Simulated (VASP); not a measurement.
# ZnS (F-43m) in VASP: notebook

One crystal, ZnS, is run at these levels: PBE; tasks: relaxation of cell and atoms.

Everything below comes from runs of VASP 6.6.1. Logs are shortened: lines on timing, memory, paths and dates and some standing lists are left out, and cuts for length are marked.

## (1) The crystal as given

It takes space group F-43m (No. 216, cubic). Conventional cell: a = 5.404 Å, b = 5.404 Å, c = 5.404 Å, α = 90.00°, β = 90.00°, γ = 90.00°. Around Zn (site symmetry -43m) lie 4 S at 2.34 Å. S (site symmetry -43m) has 4 Zn at 2.34 Å as nearest neighbours.

## (2) Relaxation of cell and atoms, PBE

Input file INCAR:

```
SYSTEM = ZnS
ALGO = Fast
EDIFF = 1E-7
EDIFFG = -0.002
ENCUT = 350
GGA = PE
IBRION = 2
ISIF = 3
ISMEAR = 0
LASPH = .True.
LCHARG = .False.
LREAL = .False.
LWAVE = .False.
NELM = 100
NSW = 80
PREC = Accurate
SIGMA = 0.02
```

Input file KPOINTS:

```
k-points
0
Gamma
  10 10 10
  0 0 0
```

Input file POSCAR:

```
ZnS
1.0
    0.0000000000      2.7020000000      2.7020000000
    2.7020000000      0.0000000000      2.7020000000
    2.7020000000      2.7020000000      0.0000000000
Zn S
1 1
Direct
    0.2500000000      0.2500000000      0.2500000000
    0.0000000000      0.0000000000      0.0000000000
```

Potentials or basis: VASP PAW PBE potentials, release 64 (Zn, S).

Launch:

```sh
cat potpaw_PBE.64/Zn/POTCAR potpaw_PBE.64/S/POTCAR > POTCAR
mpirun -np 1 vasp_std > vasp.out
```

OUTCAR:

```text
SYSTEM = ZnS
   EDIFF = 1E-7
   EDIFFG = -0.002
   ENCUT = 350
   GGA = PE
   IBRION = 2
   ISIF = 3
   ISMEAR = 0
   LASPH = .True.
   LREAL = .False.
   NELM = 100
   NSW = 80
   PREC = Accurate

 ion  position               nearest neighbor table
   1  0.250  0.250  0.250-   2 2.34   2 2.34   2 2.34   2 2.34
   2  0.000  0.000  0.000-   1 2.34   1 2.34   1 2.34   1 2.34

  LATTYP: Found a face centered cubic cell.
 ALAT       =     5.4040000000

  Lattice vectors:

 A1 = (   0.0000000000,   2.7020000000,   2.7020000000)
 A2 = (   2.7020000000,   0.0000000000,   2.7020000000)
 A3 = (   2.7020000000,   2.7020000000,   0.0000000000)

Analysis of symmetry for initial positions (statically):
=====================================================================
 Subroutine PRICEL returns:
 Original cell was already a primitive cell.

 Routine SETGRP: Setting up the symmetry group for a
 face centered cubic supercell.

 Subroutine GETGRP returns: Found 24 space group operations
 (whereof 24 operations were pure point group operations)
 out of a pool of 48 trial point group operations.

The static configuration has the point symmetry T_d .

Analysis of symmetry for dynamics (positions and initial velocities):
=====================================================================
 Subroutine PRICEL returns:
 Original cell was already a primitive cell.

 Routine SETGRP: Setting up the symmetry group for a
 face centered cubic supercell.

 Subroutine GETGRP returns: Found 24 space group operations
 (whereof 24 operations were pure point group operations)
 out of a pool of 48 trial point group operations.

The dynamic configuration has the point symmetry T_d .

 Subroutine INISYM returns: Found 24 space group operations
 (whereof 24 operations are pure point group operations),
 and found     1 'primitive' translations

----------------------------------------------------------------------------------------

                                     Primitive cell

  volume of cell :      39.4535

  direct lattice vectors                    reciprocal lattice vectors
     0.000000000  2.702000000  2.702000000    -0.185048113  0.185048113  0.185048113
     2.702000000  0.000000000  2.702000000     0.185048113 -0.185048113  0.185048113
     2.702000000  2.702000000  0.000000000     0.185048113  0.185048113 -0.185048113

  length of vectors
     3.821205046  3.821205046  3.821205046     0.320512733  0.320512733  0.320512733

  position of ions in fractional coordinates (direct lattice)
     0.250000000  0.250000000  0.250000000
     0.000000000  0.000000000  0.000000000

  ion indices of the primitive-cell ions
   primitive index   ion index
                 1           1
                 2           2

----------------------------------------------------------------------------------------

 KPOINTS: k-points

Automatic generation of k-mesh.
 Grid dimensions read from file:
 generate k-points for:   10   10   10

 Generating k-lattice:

  Cartesian coordinates                     Fractional coordinates (reciprocal lattice)
    -0.018504811  0.018504811  0.018504811     0.100000000  0.000000000  0.000000000
     0.018504811 -0.018504811  0.018504811     0.000000000  0.100000000  0.000000000
     0.018504811  0.018504811 -0.018504811     0.000000000  0.000000000  0.100000000

  Length of vectors
     0.032051273  0.032051273  0.032051273

  Shift w.r.t. Gamma in fractional coordinates (k-lattice)
     0.000000000  0.000000000  0.000000000

 Subroutine IBZKPT returns following result:
 ===========================================

 Found     47 irreducible k-points:

 Following reciprocal coordinates:
            Coordinates               Weight
  0.000000  0.000000  0.000000      1.000000
  0.100000  0.000000  0.000000      8.000000
  0.200000  0.000000  0.000000      8.000000
  0.300000  0.000000  0.000000      8.000000
  0.400000  0.000000  0.000000      8.000000
  0.500000  0.000000  0.000000      4.000000
[... 16 lines left out ...]
  0.300000  0.300000  0.000000      6.000000
  0.400000  0.300000  0.000000     24.000000
 [... further k-points ...]
   k-points           NKPTS =     47   k-points in BZ     NKDIM =     47   number of bands    NBANDS=     13
   number of dos      NEDOS =    301   number of ions     NIONS =      2
   total plane-waves  NPLWV =  13824
   dimension x,y,z NGX =    24 NGY =   24 NGZ =   24
   dimension x,y,z NGXF=    48 NGYF=   48 NGZF=   48
   ions per type =               1   1
   NGX,Y,Z   is equivalent  to a cutoff of  10.44, 10.44, 10.44 a.u.
   NGXF,Y,Z  is equivalent  to a cutoff of  20.88, 20.88, 20.88 a.u.
 SYSTEM =  ZnS
   PREC   = accura    normal or accurate (medium, high low for compatibility)
   ISTART =      0    job   : 0-new  1-cont  2-samecut
   ICHARG =      2    charge: 1-file 2-atom 10-const
   ISPIN  =      1    spin polarized calculation?
   LNONCOLLINEAR =      F non collinear calculations
   LSORBIT =      F    spin-orbit coupling
   LASPH  =      T    aspherical Exc in radial PAW
   ENCUT  =  350.0 eV  25.72 Ry    5.07 a.u.   5.83  5.83  5.83*2*pi/ulx,y,z
   NELM   =    100;   NELMIN=  2; NELMDL= -5     # of ELM steps
   EDIFF  = 0.1E-06   stopping-criterion for ELM
   LREAL  =      F    real-space projection
   EDIFFG = -.2E-02   stopping-criterion for IOM
   NSW    =     80    number of steps for IOM
   IBRION =      2    ionic relax: 0-MD 1-quasi-New 2-CG
   NFREE  =      1    steps in history (QN), initial steepest desc. (CG)
   ISIF   =      3    stress and relaxation
   ISYM   =      2    0-nonsym 1-usesym 2-fastsym
   POTIM  = 0.5000    time-step for ionic-motion
   TEBEG  =    0.0;   TEEND  =   0.0 temperature during run
   PSTRESS=    0.0 pullay stress
   NELECT =      18.0000    total number of electrons
   NUPDOWN=      -1.0000    fix difference up-down
   EMIN   =  10.00;   EMAX   =-10.00  energy-range for DOS
   EFERMI =   0.00;   METHOD = LEGACY
   ISMEAR =     0;   SIGMA  =   0.02  broadening in eV -4-tet -1-fermi 0-gaus
   EFERMI_NEDOS =   21; number of points for ismear=-14 and -15
   IALGO  =     68    algorithm
   IMIX   =      4    mixing-type and parameters
     AMIX     =   0.40;   BMIX     =  1.00
     AMIX_MAG =   1.60;   BMIX_MAG =  1.00
  volume/ion in A,a.u.               =      19.73       133.12
  Fermi-wavevector in a.u.,A,eV,Ry     =   1.260290  2.381602 21.610537  1.588330
  Thomas-Fermi vector in A             =   2.393807
   LORBIT       =      0    0 simple, 1 ext, 2 COOP (PROOUT), +10 PAW based schemes
   GGA     = PE    functional components
   LHFCALC =     F    Hartree Fock is set to
   AEXX    =    0.0000 exact exchange contribution
   IVDW    =     0    specifies the selected vdW correction
   LEPSILON=     F    determine dielectric tensor
   LRPA    =     F    only Hartree local field effects (RPA)
 conjugate gradient relaxation of ions
 non-spin polarized calculation
 RMM-DIIS sequential band-by-band and
 Gauss-broadening in eV      SIGMA  =   0.02
  energy-cutoff  :      350.00
  volume of cell :       39.45
 maximum number of plane-waves:       600
   NGX = 11   NGY = 11   NGZ = 11

--------------------------------------- Ionic step        1  -------------------------------------------

 number of electron      17.9999961 magnetization

 Free energy of the ion-electron system (eV)
  ---------------------------------------------------
  ext. energy  EPLUGINS =         0.00000000
  ---------------------------------------------------
  free energy    TOTEN  =        -6.84571572 eV

  energy without entropy =       -6.84571572  energy(sigma->0) =       -6.84571572

------------------------ aborting loop because EDIFF is reached ----------------------------------------

  FORCE on cell =-STRESS in cart. coord.  units (eV):
  Direction    XX          YY          ZZ          XY          YZ          ZX
  --------------------------------------------------------------------------------------
  -------------------------------------------------------------------------------------
  Total        0.3864008      0.3864008      0.3864008     -0.0000000      0.0000000      0.0000000
  in kB       15.6914312     15.6914312     15.6914312     -0.0000000      0.0000000      0.0000000
  external PRESSURE =      15.6914312 kB  Pullay stress =       0.0000000 kB

 VOLUME and BASIS-vectors are now :
 -----------------------------------------------------------------------------
  energy-cutoff  :      350.00
  volume of cell :       39.45
      direct lattice vectors                 reciprocal lattice vectors
     0.000000000  2.702000000  2.702000000    -0.185048113  0.185048113  0.185048113
     2.702000000  0.000000000  2.702000000     0.185048113 -0.185048113  0.185048113
     2.702000000  2.702000000  0.000000000     0.185048113  0.185048113 -0.185048113
[... 253 lines left out ...]
 POSITION                                       TOTAL-FORCE (eV/Angst)
 -----------------------------------------------------------------------------------
      1.36044      1.36044      1.36044         0.000000      0.000000      0.000000
      0.00000      0.00000      0.00000        -0.000000     -0.000000     -0.000000
 -----------------------------------------------------------------------------------
    total drift:                                0.000001      0.000001      0.000002

  FREE ENERGIE OF THE ION-ELECTRON SYSTEM (eV)
  ---------------------------------------------------
  free  energy   TOTEN  =        -6.8496910736 eV

  energy  without entropy=       -6.8496910736  energy(sigma->0) =       -6.84969107

--------------------------------------- Ionic step        9  -------------------------------------------

 number of electron      17.9999967 magnetization

 Free energy of the ion-electron system (eV)
  ---------------------------------------------------
  ext. energy  EPLUGINS =         0.00000000
  ---------------------------------------------------
  free energy    TOTEN  =        -6.84969150 eV

  energy without entropy =       -6.84969150  energy(sigma->0) =       -6.84969150

 E-fermi :   2.0624     XC(G=0):  -9.5325

 val. band max:        1.9166459100   @ k =   0.0000   0.0000   0.0000
 cond. band min:       3.9353042945   @ k =   0.0000   0.0000   0.0000
 fundamental gap:      2.0186583846
 Fermi energy:         2.0624250085

 k-point     1 :       0.0000    0.0000    0.0000
  band No.  band energies     occupation
      1     -11.0835      2.00000
      2      -4.3278      2.00000
      3      -4.3278      2.00000
      4      -4.3278      2.00000
      5      -3.8522      2.00000
      6      -3.8522      2.00000
      7       1.9166      2.00000
      8       1.9166      2.00000
      9       1.9166      2.00000
     10       3.9353      0.00000
     11       8.3246      0.00000
     12       8.3246      0.00000
     13       8.3246      0.00000

 k-point     2 :       0.1000    0.0000    0.0000
  band No.  band energies     occupation
      1     -11.0106      2.00000
      2      -4.3271      2.00000
      3      -4.3147      2.00000
      4      -4.3147      2.00000
      5      -3.8534      2.00000
      6      -3.8534      2.00000
      7       1.1332      2.00000
      8       1.8230      2.00000
      9       1.8230      2.00000
     10       4.5492      0.00000
     11       8.2269      0.00000
[... 339 lines left out ...]
 k-point    24 :       0.4000    0.3000    0.0000
  band No.  band energies     occupation
      1     -10.1626      2.00000
      2      -4.3322      2.00000
      3      -4.0932      2.00000
      4      -4.0836      2.00000
      5      -3.8264      2.00000
      6      -3.7985      2.00000
      7      -1.7770      2.00000
      8      -0.0005      2.00000
      9       0.2026      2.00000
     10       6.0094      0.00000
     11       6.5842      0.00000
     12      10.6367      0.00000
     13      11.5820      0.00000

 [... further k-points ...]

------------------------ aborting loop because EDIFF is reached ----------------------------------------

  FORCE on cell =-STRESS in cart. coord.  units (eV):
  Direction    XX          YY          ZZ          XY          YZ          ZX
  --------------------------------------------------------------------------------------
  -------------------------------------------------------------------------------------
  Total        0.0034123      0.0034123      0.0034123      0.0000000      0.0000000      0.0000000
  in kB        0.1356986      0.1356986      0.1356986      0.0000000      0.0000000      0.0000000
  external PRESSURE =       0.1356986 kB  Pullay stress =       0.0000000 kB

 VOLUME and BASIS-vectors are now :
 -----------------------------------------------------------------------------
  energy-cutoff  :      350.00
  volume of cell :       40.29
      direct lattice vectors                 reciprocal lattice vectors
    -0.000000000  2.720938711  2.720938711    -0.183760111  0.183760111  0.183760111
     2.720938711 -0.000000000  2.720938711     0.183760111 -0.183760111  0.183760111
     2.720938711  2.720938711  0.000000000     0.183760111  0.183760111 -0.183760111

 POSITION                                       TOTAL-FORCE (eV/Angst)
 -----------------------------------------------------------------------------------
      1.36047      1.36047      1.36047        -0.000000     -0.000000     -0.000000
      0.00000      0.00000      0.00000         0.000000      0.000000      0.000000
 -----------------------------------------------------------------------------------
    total drift:                                0.000001      0.000001      0.000002

  FREE ENERGIE OF THE ION-ELECTRON SYSTEM (eV)
  ---------------------------------------------------
  free  energy   TOTEN  =        -6.8496914986 eV

  energy  without entropy=       -6.8496914986  energy(sigma->0) =       -6.84969150

 reached required accuracy - stopping structural energy minimisation
```

It took 51 s on 1 thread of Intel Xeon Platinum 8259CL at 2.50GHz (Skylake/Cascade Lake), shared host; peak memory 0.14 GiB.

What came out:

```yaml
Free_energy: -6.8497 eV
Relaxed_volume: 20.14 Å³/atom
Relaxed_cell: a = 3.848 Å, b = 3.848 Å, c = 3.848 Å, α = 60.00°, β = 60.00°, γ = 60.00°
Space_group_after_relaxing_to_0.05_Å: F-43m (No. 216)
Energy_gained_by_relaxing: 2.0 meV/atom
Ionic_steps: 9
Pressure_after_relaxing: 0.0 GPa
Band_gap_on_the_k_mesh: 2.02 eV, direct
```

Step by step:
| step | energy change (eV) | largest force (eV/Å) | pressure (GPa) | volume (Å³) |
| --- | --- | --- | --- | --- |
| 1 | 0.0000 | 0.0000 | 1.57 | 39.45 |
| 2 | -0.0036 | 0.0000 | -0.43 | 40.57 |
| 3 | -0.0040 | 0.0000 | 0.04 | 40.30 |
| 4 | -0.0040 | 0.0000 | -0.03 | 40.32 |
| 5 | -0.0040 | 0.0000 | -0.05 | 40.29 |
| 6 | -0.0039 | 0.0000 | 0.10 | 40.23 |
| 7 | -0.0040 | 0.0000 | 0.08 | 40.27 |
| 8 | -0.0040 | 0.0000 | 0.02 | 40.29 |
| 9 | -0.0040 | 0.0000 | 0.01 | 40.29 |

Final structure:
```
Zn S
1.0
     0.00000    2.72094    2.72094
     2.72094    0.00000    2.72094
     2.72094    2.72094    0.00000
Zn S
1 1
Direct
  0.25000 0.25000 0.25000
  0.00000 0.00000 0.00000
```

## (3) Relaxation of cell and atoms, PBE

This run uses another cell than the first one, of 20.14 Å³/atom, 1.021 times its volume.

INCAR is that of step 2.

KPOINTS is that of step 2.

Input file POSCAR:

```
ZnS                                     
1.0
   -0.0000000000      2.7209387108      2.7209387108
    2.7209387108     -0.0000000000      2.7209387108
    2.7209387108      2.7209387108      0.0000000000
  Zn              S             
     1     1
Direct
     0.2500000000000000    0.2500000000000000    0.2500000000000000
     0.0000000000000000    0.0000000000000000    0.0000000000000000
```

Potentials or basis: VASP PAW PBE potentials, release 64 (Zn, S).

Launch:

```sh
cat potpaw_PBE.64/Zn/POTCAR potpaw_PBE.64/S/POTCAR > POTCAR
mpirun -np 1 vasp_std > vasp.out
```

OUTCAR:

```text
SYSTEM = ZnS
   EDIFF = 1E-7
   EDIFFG = -0.002
   ENCUT = 350
   GGA = PE
   IBRION = 2
   ISIF = 3
   ISMEAR = 0
   LASPH = .True.
   LREAL = .False.
   NELM = 100
   NSW = 80
   PREC = Accurate

 ion  position               nearest neighbor table
   1  0.250  0.250  0.250-   2 2.36   2 2.36   2 2.36   2 2.36
   2  0.000  0.000  0.000-   1 2.36   1 2.36   1 2.36   1 2.36

  LATTYP: Found a face centered cubic cell.
 ALAT       =     5.4418774216

  Lattice vectors:

 A1 = (   0.0000000000,   2.7209387108,   2.7209387108)
 A2 = (   2.7209387108,   0.0000000000,   2.7209387108)
 A3 = (   2.7209387108,   2.7209387108,   0.0000000000)

Analysis of symmetry for initial positions (statically):
=====================================================================
 Subroutine PRICEL returns:
[... 343 lines left out ...]
      6      -3.8559      2.00000
      7       1.9135      2.00000
      8       1.9135      2.00000
      9       1.9135      2.00000
     10       3.9311      0.00000
     11       8.3208      0.00000
     12       8.3208      0.00000
     13       8.3208      0.00000
[... 354 lines left out ...]
  band No.  band energies     occupation
      1     -10.1640      2.00000
      2      -4.3348      2.00000
      3      -4.0963      2.00000
      4      -4.0867      2.00000
      5      -3.8298      2.00000
      6      -3.8021      2.00000
      7      -1.7794      2.00000
      8      -0.0025      2.00000
      9       0.2005      2.00000
     10       6.0067      0.00000
     11       6.5807      0.00000
     12      10.6327      0.00000
     13      11.5780      0.00000

 [... further k-points ...]

------------------------ aborting loop because EDIFF is reached ----------------------------------------

  FORCE on cell =-STRESS in cart. coord.  units (eV):
  Direction    XX          YY          ZZ          XY          YZ          ZX
  --------------------------------------------------------------------------------------
  -------------------------------------------------------------------------------------
  Total       -0.0016033     -0.0016033     -0.0016033      0.0000000      0.0000000     -0.0000000
  in kB       -0.0637373     -0.0637373     -0.0637373      0.0000000      0.0000000     -0.0000000
  external PRESSURE =      -0.0637373 kB  Pullay stress =       0.0000000 kB
[... 17 lines left out ...]
  FREE ENERGIE OF THE ION-ELECTRON SYSTEM (eV)
  ---------------------------------------------------
  free  energy   TOTEN  =        -6.8508158764 eV

  energy  without entropy=       -6.8508158764  energy(sigma->0) =       -6.85081588

 reached required accuracy - stopping structural energy minimisation
```

CONTCAR:

```text
ZnS
   1.00000000000000
    -0.0000000000000000    2.7212225563285712    2.7212225563285712
     2.7212225563285712    0.0000000000000000    2.7212225563285712
     2.7212225563285712    2.7212225563285712    0.0000000000000000
  Zn              S
     1     1
Direct
     0.2500000000000000    0.2500000000000000    0.2500000000000000
     0.0000000000000000    0.0000000000000000    0.0000000000000000

  0.00000000E+00  0.00000000E+00  0.00000000E+00
  0.00000000E+00  0.00000000E+00  0.00000000E+00
```

Run time: 28 s. Hardware: 1 thread of Intel Xeon Platinum 8259CL at 2.50GHz (Skylake/Cascade Lake), shared host; peak memory 0.14 GiB.

Results:

| Item | Value |
| --- | --- |
| Free energy | -6.8508 eV |
| Relaxed volume | 20.15 Å³/atom |
| Relaxed cell | a = 3.848 Å, b = 3.848 Å, c = 3.848 Å, α = 60.00°, β = 60.00°, γ = 60.00° |
| Space group after relaxing (to 0.05 Å) | F-43m (No. 216) |
| Energy gained by relaxing | 0.0 meV/atom |
| Ionic steps | 5 |
| Pressure after relaxing | 0.0 GPa |
| Band gap on the k mesh | 2.02 eV, direct |

Final structure:
```cif
data_structure
_symmetry_space_group_name_H-M 'P 1'
_symmetry_Int_Tables_number 1
_cell_length_a 3.8484
_cell_length_b 3.8484
_cell_length_c 3.8484
_cell_angle_alpha 60.000
_cell_angle_beta 60.000
_cell_angle_gamma 60.000
_cell_volume 40.30
loop_
_atom_site_label
_atom_site_type_symbol
_atom_site_fract_x
_atom_site_fract_y
_atom_site_fract_z
_atom_site_occupancy
Zn1 Zn 0.25000 0.25000 0.25000 1
S1 S 0.00000 0.00000 0.00000 1
```

Levels at points of the mesh, in eV from the valence-band top:
```tsv
k point	band 6	band 7	band 8	band 9	band 10	band 11	band 12	band 13
(0.00, 0.00, 0.00)	-5.77	0.00	0.00	0.00	2.02	6.41	6.41	6.41
(0.50, 0.00, 0.00)	-5.57	-5.16	-0.84	-0.84	3.26	6.94	6.94	8.79
(0.50, 0.50, 0.00)	-5.56	-4.47	-2.15	-2.15	3.45	4.07	10.83	11.82
```
